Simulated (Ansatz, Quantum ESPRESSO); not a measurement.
K: the functional in 2 programs

```
K
1.0
    -2.69756    2.69756    2.69756
     2.69756   -2.69756    2.69756
     2.69756    2.69756   -2.69756
K
1
Direct
  0.00000 0.00000 0.00000
```

Kept alike: task band structure; k mesh 7 × 7 × 7; occupations fermi-dirac, width 0.05 eV; no spin polarisation. The mesh is that of the run's cell of 1 atom. No spin-orbit coupling.

- A: Ansatz, all-electron LAPW, scalar-relativistic
- B: Quantum ESPRESSO, SG15 PBE 1.2, made for PBE, cutoff 952 eV

```csv
functional,A: pressure (GPa),B: pressure (GPa)
LDA,-0.62,-0.63
PBE,-0.20,?
PBEsol,-0.32,-0.32
RPBE,0.08,0.07
```

Pressure is positive in compression; plane-wave values hold the error of the finite cutoff. Values on potentials made for another functional: B at LDA, PBEsol, RPBE. For a metal such a mesh leaves the last digits unconverged.

**Question.** Estimate the value left open.

**Answer.** In the median of the other rows B lies -0.01 GPa from the other column, which points to -0.21; the run gave -0.20 GPa, +0.01 from it.
